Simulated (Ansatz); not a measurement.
# Al (Fm-3m) in Ansatz: a series of runs

The runs below take Al through single point, with PBE.

Program: Ansatz 0.2.0. These are calculated values, not measurements. Logs are shortened: lines on timing, memory, paths and dates and some standing lists are left out, and cuts for length are marked.

## 1. The structure

Symmetry: Fm-3m, No. 225, cubic system. Conventional cell: a = 4.050 Å, b = 4.050 Å, c = 4.050 Å, α = 90.00°, β = 90.00°, γ = 90.00°. Around Al (site symmetry m-3m) lie 12 Al at 2.86 Å.

## 2. Single point, PBE

Contents of input.yaml:

```yaml
crystal:
  lattice:
    - [0.0, 2.024805, 2.024805]
    - [2.024805, 0.0, 2.024805]
    - [2.024805, 2.024805, 0.0]
  atoms:
    - { symbol: Al, position: [0.0, 0.0, 0.0] }
hamiltonian:
  xc: pbe
  pseudopotentials: { kind: paw }
kpoints:
  mp_grid: { grid: [11, 11, 11] }
scf:
  occupations: { method: gaussian, width: 0.022 }
output:
  forces: true
  stress: true
  eigenvalues: true
```

Potentials or basis: Ansatz PAW.

Launch:

```console
ansatz run input.yaml --threads 2 --pin off --max-ram 5632MiB --backend cpu --events-out ev --progress --plain --runs-dir out
```

What it wrote:

```text
Warning: RAYON_NUM_THREADS=2 ignored (pool sized by the plan → 2); use --threads N
Engine: ansatz 0.2.0, x86_64-unknown-linux-gnu
Pseudopotentials: kind: paw
Pseudopotential: Al, paw, valence charge 3, recommended cutoff 420 eV (normal), Al.paw.azcp
Functional definition: PBE
  parameter kappa = 0.804
  parameter beta = 0.06672455060314922
  exchange = pbe_x(kappa = kappa, mu = beta*pi^2/3)
  correlation = pbe_c(beta = beta)
Crystal: 1 atoms, lattice volume = 16.603 Å³
Basis set: ecut = 420 eV, 331 PW (Γ), exchange–correlation on 40×40×40 points (8 copies of the dense FFT grid, shifted against one another)
Bands: 6, of which v1, the nominal top of the filled ones, is band 2 counted from 1 (1 counted from 0)
Symmetry: 48 space group operations
Space group: Fm-3m (ITA 225), of the structure as read, at distance tolerance 2.6e-5 Å
k-points: 56 of 1331
Non-local potential: Al, projectors of the file, l = 0: 2, l = 1: 2, l = 2: 1
PAW form: soft (Blöchl's): semilocal exchange-correlation on the pseudo side does not see the compensation charge
PAW one-centre angular grid: Al, 110 points (default); XC on 64 Gauss nodes
Initial density: superposition of atomic densities (neutral atoms: chi_scale 0, normalization atom), corrected by the library's trained network
Initial wavefunctions: pseudopotential atomic-orbital guess
Functional: x = pbe(κ = 0.804, μ = 0.2195149727645171), c = pbe(β = 0.06672455060314922)
SCF iter   1: F=—  HF=-537.509317 eV  |F-HF|=—  |Δ(HF+E_count)|=         —  Δρ=5.64e-4  dr2=2.80e-5  ethr=1.77e-3  ⟨swp⟩=4.9  Hψ=2984  notcnv=0
preconditioner: auto → none  [insulator: Δε(μ)=0.028 eV  Ē_g=13.152 eV  σ=0.022 eV  W_gap=0.63  n_scr=0 (ndim 8)  ℏωp=15.8 eV  f_vac=0.000  D(μ)=1.91/eV (n_scr^D=26)  ε∞_Penn≈2.4]
SCF iter   2: F=—  HF=-537.509353 eV  |F-HF|=—  |Δ(HF+E_count)|=   3.60e-5  Δρ=2.98e-4  dr2=8.35e-6  ethr=9.32e-7  ⟨swp⟩=2.1  Hψ=861  notcnv=0  defer=2
iter 3 did not close the SCF: its close was put off for the readings that it lacked (scf_convergence_deferred on its scf_iter line)
SCF iter   3: F=-537.509361 eV  HF=-537.509361 eV  |F-HF|=1.47e-8  |Δ(HF+E_count)|=   8.32e-6  Δρ=2.30e-5  dr2=9.28e-8  ethr=2.78e-7  ⟨swp⟩=1.0  Hψ=306  notcnv=0  defer=2
iter 4 did not close the SCF: its close was put off for the readings that it lacked (scf_convergence_deferred on its scf_iter line)
SCF iter   4: F=-537.509361 eV  HF=-537.509361 eV  |F-HF|=1.97e-9  |Δ(HF+E_count)|=   1.64e-8  Δρ=7.41e-6  dr2=9.60e-9  ethr=3.09e-9  ⟨swp⟩=1.2  Hψ=319  notcnv=0  defer=2
iter 5 did not close the SCF: its close was put off for the readings that it lacked (scf_convergence_deferred on its scf_iter line)
SCF iter   5: F=-537.509361 eV  HF=-537.509361 eV  |F-HF|=6.03e-12  |Δ(HF+E_count)|=   1.92e-9  Δρ=4.59e-7  dr2=2.50e-11  ethr=3.20e-10  ⟨swp⟩=1.0  Hψ=305  notcnv=0  defer=2
SCF iter   6: F=-537.509361 eV  HF=-537.509361 eV  |F-HF|=2.39e-12  |Δ(HF+E_count)|=  8.07e-12  Δρ=2.42e-7  dr2=1.06e-11  ethr=1.00e-12  ⟨swp⟩=2.1  Hψ=1193  notcnv=0
SCF 1 converged in 6 iterations: F = -537.509361 eV  dr2 = 1.06e-11
SCF converged after 6 iterations
Free energy (F): -537.509361 eV
Harris-Foulkes:  -537.509361 eV  (|F-HF|=2.39e-12)
Internal energy: -537.508896 eV  (E = F + TS)
E sigma→0 (E₀):  -537.509129 eV
Entropy (-TS):   -0.000465 eV (-0.465 meV/atom)
Fermi energy:    7.898854 eV
--- Per-component energies (eV) ---
  E_band       = 10.417906
  E_kinetic    = 22.652270
  E_local      = 9.801364  (includes V_loc(G=0)·N_el)
  E_nonlocal   = 10.313717
  E_hartree    = 0.100823
  E_xc         = -39.690404
  E_vxc        = -28.901964  (∫ρ·V_xc dr)
  E_paw        = -467.323612  (= ΣΔE_a)
  E_vpaw       = -3.649126  (= ΣTr[D̂ρ^β])
  E_aug_tail   = -0.000002  (compensation charges beyond the density's cutoff)
  E_ewald      = -73.363052
  E_smearing   = -0.000465  (= −TS)
  E_closure    = 0.000000  (closes the sum)
  Σ components = -537.509361   (vs F -537.509361, Δ=0.00e0)
--- Forces (eV/Å), atoms counted from 1 ---
  atom   1  Al    -0.00000000    -0.00000000    -0.00000000
  max |Σ_I F_I| component: 3.29e-32 eV/Å
--- Stress (GPa, compression-positive) ---
       -0.488849      -0.000000       0.000000
        0.000000      -0.488849       0.000000
       -0.000000       0.000000      -0.488849
  P = ⅓ Tr σ = -0.4888 GPa (-4.888 kbar)
--- Band table (eV; the first three rows and the last of 56) ---
  k-point 0: bands = ["-3.2052", "20.3671", "20.3671", "20.3671", "21.9136", "21.9136"]
  k-point 1: bands = ["-2.9816", "17.5077", "19.7556", "19.7556", "22.5715", "22.8586"]
  k-point 2: bands = ["-2.3132", "13.8852", "19.0416", "19.0416", "22.3388", "23.6395"]
  k-point 55: bands = ["6.4951", "6.7509", "8.1493", "10.0280", "21.7068", "24.5339"]
```

Wall time 0.22 s (2 threads of Intel Xeon 6975P-C (Granite Rapids), shared host); peak memory 0.28 GiB.

Results:

```yaml
Free_energy: -537.5094 eV
Pressure: -0.5 GPa
Band_gap_on_the_k_mesh: none (metal or under the smearing width)
```

Levels at points of the mesh, in eV from the Fermi level:
| k point | band 1 | band 2 | band 3 | band 4 | band 5 | band 6 |
| --- | --- | --- | --- | --- | --- | --- |
| (0.00, 0.00, 0.00) | -11.10 | 12.47 | 12.47 | 12.47 | 14.01 | 14.01 |

## 3. Single point, PBE

Edit input.yaml of step 2 so:

```diff
@@ -13,3 +13,3 @@
 scf:
-  occupations: { method: gaussian, width: 0.022 }
+  occupations: { method: gaussian, width: 0.023 }
 output:
```

Potentials or basis: Ansatz PAW.

Launch:

```console
ansatz run input.yaml --threads 2 --pin off --max-ram 5632MiB --backend cpu --events-out ev --progress --plain --runs-dir out
```

It took 0.24 s on 2 threads of Intel Xeon 6975P-C (Granite Rapids), shared host; peak memory 0.28 GiB.

Results (log left out):

| Property | Result |
| --- | --- |
| Free energy | -537.5094 eV |
| Pressure | -0.5 GPa |
| Band gap on the k mesh | none (metal or under the smearing width) |

Levels at points of the mesh, in eV from the Fermi level:
| k point | band 1 | band 2 | band 3 | band 4 |
| --- | --- | --- | --- | --- |
| (0.00, 0.00, 0.00) | -11.10 | 12.47 | 12.47 | 12.47 |

## 4. Single point, PBE

Edit input.yaml of step 3 so:

```diff
@@ -13,3 +13,3 @@
 scf:
-  occupations: { method: gaussian, width: 0.023 }
+  occupations: { method: gaussian, width: 0.024 }
 output:
@@ -18 +18,5 @@
   eigenvalues: true
+  write_density: true
+  write_potential: true
+  elf: true
+  volumetric_format: npy
```

Launch:

```console
ansatz run input.yaml --threads 2 --pin off --max-ram 5632MiB --backend cpu --events-out ev --progress --plain --runs-dir out
```

Wall time 0.31 s (2 threads of Intel Xeon 6975P-C (Granite Rapids), shared host); peak memory 0.29 GiB.

It converged, with:

```
Free energy            : -537.5094 eV
Pressure               : -0.5 GPa
Band gap on the k mesh : none (metal or under the smearing width)
```

Levels at points of the mesh, in eV from the Fermi level:
```
           k point  band 1  band 2  band 3  band 4
(0.00, 0.00, 0.00)  -11.10   12.47   12.47   12.47
```

## 5. Single point, PBE

Edit input.yaml of step 4 so:

```diff
@@ -13,3 +13,3 @@
 scf:
-  occupations: { method: gaussian, width: 0.024 }
+  occupations: { method: gaussian, width: 0.025 }
 output:
@@ -18,5 +18 @@
   eigenvalues: true
-  write_density: true
-  write_potential: true
-  elf: true
-  volumetric_format: npy
```

Launch:

```console
ansatz run input.yaml --threads 2 --pin off --max-ram 5632MiB --backend cpu --events-out ev --progress --plain --runs-dir out
```

It took 0.22 s on 2 threads of Intel Xeon 6975P-C (Granite Rapids), shared host; peak memory 0.28 GiB.

Results (log left out):

```yaml
Free_energy: -537.5094 eV
Pressure: -0.5 GPa
Band_gap_on_the_k_mesh: none (metal or under the smearing width)
```

Levels at points of the mesh, in eV from the Fermi level:
```csv
k point,band 1,band 2,band 3,band 4,band 5
"(0.00, 0.00, 0.00)",-11.10,12.47,12.47,12.47,14.02
```

## 6. Single point, PBE

Edit input.yaml of step 5 so:

```diff
@@ -13,3 +13,3 @@
 scf:
-  occupations: { method: gaussian, width: 0.025 }
+  occupations: { method: gaussian, width: 0.026 }
 output:
```

Potentials or basis: Ansatz PAW.

Launch:

```console
ansatz run input.yaml --threads 2 --pin off --max-ram 5632MiB --backend cpu --events-out ev --progress --plain --runs-dir out
```

Run time: 0.21 s. Hardware: 2 threads of Intel Xeon 6975P-C (Granite Rapids), shared host; peak memory 0.28 GiB.

It converged, with:

```
Free energy            : -537.5094 eV
Pressure               : -0.5 GPa
Band gap on the k mesh : none (metal or under the smearing width)
```

Levels at points of the mesh, in eV from the Fermi level:
```csv
k point,band 1,band 2,band 3,band 4
"(0.00, 0.00, 0.00)",-11.10,12.47,12.47,12.47
```

## 7. The runs side by side

| smearing | gap on the mesh (eV) | pressure (GPa) |
| --- | --- | --- |
| gaussian 0.022 eV | none | -0.5 |
| gaussian 0.023 eV | none | -0.5 |
| gaussian 0.024 eV | none | -0.5 |
| gaussian 0.025 eV | none | -0.5 |
| gaussian 0.026 eV | none | -0.5 |

Alike in all rows: task single point; level PBE; potentials or basis Ansatz PAW; no spin polarisation; cell as given; k mesh 11 × 11 × 11; cutoff (eV) 420.

Every run on the cell as given and a fine mesh finds a metal.

Total energies depend on the potentials used, so only differences within one code and one set of settings carry meaning.
